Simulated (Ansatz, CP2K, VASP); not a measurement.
KMgF3: 3 runs at one level of theory

```
CELL_PARAMETERS angstrom
3.98590 0.00000 0.00000
0.00000 3.98590 0.00000
0.00000 0.00000 3.98590
ATOMIC_POSITIONS crystal
K 0.50000 0.50000 0.50000
Mg 0.00000 0.00000 0.00000
F 0.00000 0.00000 0.50000
F 0.00000 0.50000 0.00000
F 0.50000 0.00000 0.00000
```

Alike in all runs: task single point; functional PBE; k mesh 7 × 7 × 7; occupations gaussian, width 0.02 eV; no spin polarisation; no spin-orbit coupling. Pressure is positive in compression and, in plane waves, holds the error of the finite cutoff, which Ansatz's Pulay term estimates and takes out.

```
                                                                   program and potentials  plane-wave cutoff (eV)                                                                     notes  pressure (GPa)
                                                                       Ansatz, Ansatz PAW                     420  8 valence electrons an atom on average; Pulay term of +0.52 GPa included            3.78
                                                  VASP, PBE PAW files F, K_pv, Mg, 500 eV                     500                                    6 valence electrons an atom on average            3.82
CP2K, POTENTIAL_UZH K GTH-PBE-q9, Mg GTH-PBE-q10, F GTH-PBE-q7; TZVP-MOLOPT-PBE-GTH basis                       -                      atomic basis; 8 valence electrons an atom on average            5.22
```

The pressure spans 3.78 (Ansatz, Ansatz PAW) to 5.22 GPa (CP2K, POTENTIAL_UZH K GTH-PBE-q9, Mg GTH-PBE-q10, F GTH-PBE-q7; TZVP-MOLOPT-PBE-GTH basis). Rows in atomic bases carry the error of their basis and grid, which can be large.

The functional is the same throughout but for its coding, so the spread measures potentials, basis and numerics; runs on potential files found faulty are left out.
